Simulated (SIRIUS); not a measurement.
Crystal: MgB2.

```
Mg B
1.0
     3.08500    0.00000    0.00000
    -1.54250    2.67169    0.00000
     0.00000    0.00000    3.52300
Mg B
1 2
Direct
  0.00000 0.00000 0.00000
  0.66667 0.33333 0.50000
  0.33333 0.66667 0.50000
```

Base run:

| Item | Value |
| --- | --- |
| Program | SIRIUS 7.12.0 |
| Functional | PBE |
| Potentials or basis | PseudoDojo 0.4.1 PBE standard (scalar relativistic) |
| Cutoff | 1152 eV |
| Density cutoff | 4606 eV |
| k mesh | 8 × 8 × 7 |
| Occupations | fermi-dirac, width 0.05 eV |
| Spin | no spin polarisation |

Its results: band gap on the k mesh none (metal or under the smearing width); pressure -0.9 GPa.

**Question.** The run is repeated on the same cell with these changes: functional from PBE to AM05; libxc names from ["XC_GGA_X_PBE", "XC_GGA_C_PBE"] to ["XC_GGA_X_AM05", "XC_GGA_C_AM05"]. What comes out?

**Answer.** Band gap on the k mesh none (metal or under the smearing width); pressure -2.8 GPa.

Caveats: the potentials were made for another functional, which shifts forces and pressure (some runs).
